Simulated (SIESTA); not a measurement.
Runs of SIESTA 5.4.2 on Si. Symmetry: P6_3/mmc, No. 194, hexagonal system. Conventional cell: a = 3.831 Å, b = 3.831 Å, c = 6.333 Å, α = 90.00°, β = 90.00°, γ = 120.00°. Si (site symmetry 3m) is surrounded by 4 Si at 2.35 to 2.37 Å. This isn't the form of Si at room conditions, which is diamond.

```csv
task,level,potentials or basis,gap on the mesh (eV),pressure (GPa),V0 of scaled cells (Å³/atom),B0 (GPa)
equation of state,PBEsol,"PseudoDojo 0.4 standard (PBEsol files), DZP (energy shift 0.003 Ry)",-,-,20.30,(c)
equation of state,LDA,"PseudoDojo 0.4 standard (LDA files), DZP (energy shift 0.003 Ry)",-,-,19.90,(a)
band structure,LDA,"PseudoDojo 0.4 standard (LDA files), DZP (energy shift 0.003 Ry)",0.36,-1.0,-,-
single point,PBEsol,"PseudoDojo 0.4 standard (PBEsol files), DZP (energy shift 0.003 Ry)",0.33,(b),-,-
```

Alike in all rows: no spin polarisation; cell as given; k mesh 8 × 8 × 4; smearing fermi-dirac 0.05 eV; grid cutoff 500 Ry; energy shift 0.003 Ry.

Problem. Estimate the missing entries.

Solution. (a) 94; (b) 0.8; (c) 92.

Caveats: the basis of atomic orbitals isn't converged, which shifts pressures, moduli and gaps; the cell was scaled at fixed shape and fractional positions, which overstates the stiffness of a crystal with free parameters, most of all of layers and chains (some runs).

A k mesh can miss the band edges.

Not every run made on this cell is shown here.
